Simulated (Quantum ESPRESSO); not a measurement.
## HfN in Quantum ESPRESSO: the effect of target pressure

HfN:

```xyz
2
Lattice="0.0000 2.2560 2.2560 2.2560 0.0000 2.2560 2.2560 2.2560 0.0000" Properties=species:S:1:pos:R:3 pbc="T T T"
Hf    0.0000    0.0000    0.0000
N     2.2560    2.2560    2.2560
```

Alike in all runs:

```yaml
Program: Quantum ESPRESSO 7.5
Task: phonons
Functional: LDA
Potentials_or_basis: GBRV 1.5 LDA
Cutoff: 612 eV
Density_cutoff: 4898 eV
k_mesh: 10 × 10 × 10
Occupations: cold, width 0.2 eV
Spin: no spin polarisation
```

Each run relaxes the cell or the atoms first.

| target pressure | relaxed volume (Å³/atom) | highest phonon frequency (cm⁻¹) |
| --- | --- | --- |
| 0 GPa | 11.13 | 511 |
| 2 GPa | ? | ? |
| 5 GPa | 10.96 | 527 |
| 10 GPa | 10.80 | 542 |
| 15 GPa | 10.65 | 555 |

Q: What does the run with target pressure 2 GPa give?

A: Relaxed volume 11.06 Å³/atom; highest phonon frequency 518 cm⁻¹.

Worked out: In Murnaghan's law V^(-B') rises as a straight line in P. The other rows fit best with B' = 3.3, V0 = 11.13 Å³/atom and B0 = 316 GPa, which gives 11.06 Å³/atom at 2 GPa, against the run's 11.06. A straight line through the other rows of the highest phonon frequency, of slope 2.94 cm⁻¹ per GPa, gives 518 cm⁻¹, against the run's 518.

Caveats: the cell is more than 3 GPa from zero pressure, which shifts response properties (some runs).
